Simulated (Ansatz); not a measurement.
## BN: holes, doping and thermopower

Plane-wave DFT in Ansatz, PBE+D3(BJ), scalar-relativistic PAW potentials, cutoff 420 eV, no spin-orbit coupling; no spin polarisation. BN in space group P6_3/mmc. Boltzmann transport at 300 K in rigid bands with one relaxation time, bands interpolated from the k mesh 12×12×4; values are means over x, y, z.

```csv
holes (cm⁻³),size of S (μV/K),σ/τ (Ω⁻¹ m⁻¹ s⁻¹)
10^18,738.8,1.63e+16
10^19,?,1.63e+17
10^20,342.3,1.63e+18
10^21,145.6,1.65e+19
```

Question: Take the lowest doping as non-degenerate: get the effective density of states and the masses, and predict the missing S.

Answer: For parabolic bands and one τ, |S| = (k_B/e)(5/2 − η) with k_B/e = 86.17 μV/K and n = N e^η. The first row gives η = -6.07, N = 43.43×10¹⁹ cm⁻³ and, from N = 2.509×10¹⁹ cm⁻³ × m_d^(3/2), a density-of-states mass of 6.69 mₑ (all valleys and bands together). σ/τ = ne²/m_c gives a conductivity mass of 1.73 mₑ; m_d is 3.9 times m_c, the sign of several valleys, several bands or anisotropy. A decade of doping costs (k_B/e) ln 10 = 198.4 μV/K, which predicts 540 μV/K; the run gave 540.4. The gas is still far from degenerate, so the rule holds. At 10^21 cm⁻³ the rule would give 144 μV/K against 145.6. Scattering that depends on energy changes the 5/2, and whether such doping can be reached wasn't computed.

Cost: about 3.1 core-minutes for the runs cited, on Intel Xeon Platinum 8488C (Sapphire Rapids) (shared hosts).

The thermopower falls logarithmically with hole density while σ/τ rises almost linearly, as expected when added holes fill the band edge without much changing their average velocity. The correct prediction at 10^19 cm⁻³ confirms Boltzmann statistics, but not the masses: the slope per decade is the same for any band shape, whereas the density-of-states mass depends on the parabolic constant. That mass is therefore best read as an effective measure of the number of accessible states. Its large value probably reflects the layered structure, in which nitrogen-dominated π states near the zone corner disperse weakly between the sheets, together with the presence of several valleys.

The close agreement at 10^21 cm⁻³ should not be taken as non-degenerate behaviour, since the hole density there exceeds the fitted effective density of states. Fermi statistics would raise S above the simple rule in a parabolic band, so a compensating departure from parabolicity is likely. Rigid bands also leave open whether the holes remain delocalised or form polarons.
